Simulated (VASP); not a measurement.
Input of a VASP 6.6.1 run:

The input INCAR:

```
ALGO     = Normal         # electronic algorithm
EDIFF    = 1E-6           # SCF threshold, eV
ENCUT    = 520            # plane-wave cutoff, eV
ISIF     = 2              # what is computed and relaxed
ISMEAR   = -1             # smearing method
LASPH    = True           # aspherical terms in the spheres
LCHARG   = False          # write CHGCAR
LMIXTAU  = True         
LREAL    = False          # projectors in reciprocal space
LWAVE    = False          # write WAVECAR
METAGGA  = MS2            # meta-GGA
NELM     = 60             # most SCF steps
PREC     = Accurate       # precision mode
SIGMA    = 0.05           # smearing width, eV
```

The input KPOINTS:

```
k-points
0
Gamma
  7 7 7
```

The input POSCAR:

```
KCl
1.0
    0.0000000000      3.1464700000      3.1464700000
    3.1464700000      0.0000000000      3.1464700000
    3.1464700000      3.1464700000      0.0000000000
K Cl
1 1
Direct
    0.0000000000      0.0000000000      0.0000000000
    0.5000000000      0.5000000000      0.5000000000
```

File KPOINTS_OPT:

```
path GXWKGLUWLK,UX
10
line-mode
reciprocal
 0.0000000000  0.0000000000  0.0000000000  G
 0.5000000000  0.0000000000  0.5000000000  X

 0.5000000000  0.0000000000  0.5000000000  X
 0.5000000000  0.2500000000  0.7500000000  W

 0.5000000000  0.2500000000  0.7500000000  W
 0.3750000000  0.3750000000  0.7500000000  K

 0.3750000000  0.3750000000  0.7500000000  K
 0.0000000000  0.0000000000  0.0000000000  G

 0.0000000000  0.0000000000  0.0000000000  G
 0.5000000000  0.5000000000  0.5000000000  L

 0.5000000000  0.5000000000  0.5000000000  L
 0.6250000000  0.2500000000  0.6250000000  U

 0.6250000000  0.2500000000  0.6250000000  U
 0.5000000000  0.2500000000  0.7500000000  W

 0.5000000000  0.2500000000  0.7500000000  W
 0.5000000000  0.5000000000  0.5000000000  L

 0.5000000000  0.5000000000  0.5000000000  L
 0.3750000000  0.3750000000  0.7500000000  K

 0.6250000000  0.2500000000  0.6250000000  U
 0.5000000000  0.0000000000  0.5000000000  X
```

Potentials or basis: VASP PAW PBE potentials, release 64 (K_sv, Cl).

Run with:

```sh
$ cat potpaw_PBE.64/K_sv/POTCAR potpaw_PBE.64/Cl/POTCAR > POTCAR
$ mpirun -np 1 vasp_std > vasp.out
```

(1) Predict the pressure.

(2) What does it give for the band gap on the k mesh?

Answers

(1) 0.1 GPa.

(2) 5.83 eV, direct.

Caveat: the PAW data sets were made with another functional, which shifts forces and pressure a little.

**The experiment to reproduce.**

A printed reference work, monograph reports, for a bulk crystal of KCl: band gap 8.68 eV.

Measured gap of KCl: 8.68 eV (a printed reference work, monograph). This calculation gives 5.83 eV (-2.85 eV). The value is that of MS2, without temperature or zero-point motion.
